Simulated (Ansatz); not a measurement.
# Sc: the cost of one run

Method: DFT, at the level named in each step, in Ansatz 0.2.0.

### Step 1. The system as given

Symmetry: Fm-3m, No. 225, cubic system. Conventional cell: a = 4.541 Å, b = 4.541 Å, c = 4.541 Å, α = 90.00°, β = 90.00°, γ = 90.00°. Sc (site symmetry m-3m) is surrounded by 12 Sc at 3.21 Å.

Structure file:

```
Sc
1.0
     0.00000    2.27050    2.27050
     2.27050    0.00000    2.27050
     2.27050    2.27050    0.00000
Sc
1
Cartesian
  0.0000 0.0000 0.0000
```

The geometry is a database entry used as it stands. It may stem from high pressure or temperature, or be incomplete, so it serves as a test cell.

### Step 2. No relativity, LAPW

input.yaml reads:

```yaml
crystal:
  lattice:
    - [0.0, 2.2705, 2.2705]
    - [2.2705, 0.0, 2.2705]
    - [2.2705, 2.2705, 0.0]
  atoms:
    - { symbol: Sc, position: [0.0, 0.0, 0.0] }
kpoints:
  mp_grid: { grid: [12, 12, 12] }
  band_path:
    path:
      - [0.0, 0.0, 0.0]
      - [0.5, 0.0, 0.5]
      - [0.625, 0.25, 0.625]
      - [0.375, 0.375, 0.75]
      - [0.0, 0.0, 0.0]
      - [0.5, 0.5, 0.5]
      - [0.5, 0.25, 0.75]
      - [0.5, 0.0, 0.5]
    npoints: 5
scf:
  occupations: { method: fermi_dirac, width: 0.03 }
hamiltonian:
  xc: pbe
  pseudopotentials:
    kind: all_electron
    lapw: { basis_error: 0.00025 }
    relativity: none
output:
  forces: true
  stress: true
  eigenvalues: true
```

The run is started by

```sh
$ ansatz run input.yaml --threads 1 --pin off --max-ram 2048MiB --backend cpu --events-out ev --progress --plain --runs-dir out
```

What time and memory should one allow on 1 thread of Arm Neoverse V1, shared host?

About 4.7 s, with a peak of 0.21 GiB.
